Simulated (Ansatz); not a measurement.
**What internal relaxation does to the elastic constants of Ti3Al5**

Computed with DFT PBEsol, scalar-relativistic, plane waves, PAW (Ansatz 0.2.0). Plane waves to 420 eV; Γ-centred k mesh 10×10×4; Fermi-Dirac smearing of 0.15 eV. No spin polarisation.

The cell, relaxed at this level:
```
Ti Al
1.0
     3.89468    0.00000    0.00000
     0.00000    3.89468    0.00000
     0.00000    0.00000    8.26110
Ti Al
3 5
Direct
  0.00000 0.00000 0.50000
  0.50000 0.50000 0.00000
  0.50000 0.50000 0.50000
  0.00000 0.50000 0.25228
  0.00000 0.50000 0.74772
  0.50000 0.00000 0.25228
  0.50000 0.00000 0.74772
  0.00000 0.00000 0.00000
```

In a metal, frequencies and elastic constants depend on the k mesh and the smearing, soft modes and shear constants most.

Clamped-ion constants (GPa, Voigt order; atoms follow the strain homogeneously):
C11 = 188.6, C12 = 86.0, C13 = 70.8, C22 = 188.6, C23 = 70.8, C33 = 203.9, C44 = 101.6, C55 = 101.6, C66 = 99.0 GPa; the others vanish.

What are the constants once the atoms relax in each strained cell?

Results:

```
187.0  84.7  70.0   0.0   0.0   0.0
 84.7 187.0  70.0   0.0   0.0   0.0
 70.0  70.0 203.5   0.0   0.0   0.0
  0.0   0.0   0.0  99.1   0.0   0.0
  0.0   0.0   0.0   0.0  99.1   0.0
  0.0   0.0   0.0   0.0   0.0  99.0
```
The Voigt shear modulus goes from 84.0 to 82.9 GPa and the Voigt bulk modulus from 115.1 to 114.1 GPa. Relaxation subtracts ΛᵀK⁻¹Λ/V, with Λ the forces that a strain puts on the atoms and K the zone-centre force constants. At a stable cell this can only lower the diagonal constants, and it acts only for strains that share their symmetry with an optical mode; elsewhere, and where the coupling is weak, the constants hardly move.

Cost: 2 runs of about 19 core-minutes in all, on Arm Neoverse V2 (shared hosts).